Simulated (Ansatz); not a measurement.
## Cu₂O: experiment and calculation

**The experiment to reproduce.**

From “Phonons, Nature of Bonding and Their Relation to Anomalous Thermal Expansion Behavior of M2O (M=Au, Ag, Cu)”, 2013, arxiv:1311.4701, for a powder of Cu2O: lattice constant a 4.268 Å at 293 K; bulk modulus 112 GPa.

“Magneto-absorption spectra of hydrogen-like yellow exciton series in cuprous oxide: excitons in strong magnetic fields”, 2018, pmc:5959916 reports, for a bulk crystal of Cu2O at 1.2 K: band gap 2.172 eV.

The runs below are set against these values where they give the same quantity.

Level of theory: Ansatz, DFT PBE+U, scalar-relativistic, plane waves, PAW.

Settings: cutoff 420 eV, Γ-centred mesh 6×6×6 on the computed 6-atom cell, Gaussian smearing of 0.02 eV; U_eff Cu 4.00 eV on the d shells (Löwdin-orthogonalised atomic orbitals); no spin polarisation.

Relaxed structure, symmetry kept:

```cif
data_structure
_symmetry_space_group_name_H-M 'Pn-3m:1'
_symmetry_Int_Tables_number 224
_cell_length_a 4.3314
_cell_length_b 4.3314
_cell_length_c 4.3314
_cell_angle_alpha 90.000
_cell_angle_beta 90.000
_cell_angle_gamma 90.000
_cell_volume 81.26
loop_
_atom_site_label
_atom_site_type_symbol
_atom_site_symmetry_multiplicity
_atom_site_Wyckoff_symbol
_atom_site_fract_x
_atom_site_fract_y
_atom_site_fract_z
_atom_site_occupancy
Cu1 Cu 4 b 0.25000 0.25000 0.25000 1
O1 O 2 a 0.00000 0.00000 0.00000 1
```

```
Space group                                                                                                                                 : Pn-3m (No. 224)
Volume per atom                                                                                                                             : 13.54 Å³
Kohn–Sham band gap                                                                                                                          : 0.68 eV, direct at Γ
Löwdin character of the top 1 eV of the valence band                                                                                        : Cu 3d 61 %, O 2p 24 %, Cu 4s 13 %
Löwdin character of the lowest 1 eV of the conduction band                                                                                  : Cu 3d 36 %, Cu 4s 30 %, O 2s 20 %, O 2p 12 %
Electron masses at the edge by Cartesian direction of the standard setting (m_e; degenerate bands sorted by energy; no spin-orbit coupling) : x: 0.73; y: 0.73; z: 0.73
Hole masses at the edge by Cartesian direction of the standard setting (m_e; degenerate bands sorted by energy; no spin-orbit coupling)     : x: 3.4, 3.4, 0.21; y: 3.4, 3.4, 0.21; z: 3.4, 3.4, 0.21
Bulk modulus                                                                                                                                : 101 GPa
Its pressure derivative                                                                                                                     : 4.8
Bader charges (e)                                                                                                                           : Cu (4 in the cell) 0.53, O (2 in the cell) -1.06
```

A ferromagnetic start lost its moments in a first run, so spin was left out; other magnetic orders weren't tried.

Against the measured lattice constant a of Cu2O, 4.268 Å (293 K; powder; quoted in the paper above), the calculated 4.331 Å is off by +1.5 %. 2 values of this kind are on record (4.267 to 4.268 Å); this one was drawn at random. The calculation is for 0 K without zero-point motion. A measured band gap of Cu2O is 2.172 eV (1.2 K; the paper above); the calculated 0.68 eV misses it by -1.49 eV. So large a miss may mean another phase, state or a wrong row. 2 values of this kind are on record (2.17 to 2.172 eV); this one was drawn at random. Kohn–Sham gaps of semilocal functionals fall short of measured ones as a rule. Measured bulk modulus of Cu2O: 112 GPa (quoted in the paper above). This calculation gives 101 GPa (-9.6 %).

Cost: 11 runs of about 3.8 core-minutes in all, on Intel Xeon Platinum 8375C (Ice Lake) (shared hosts).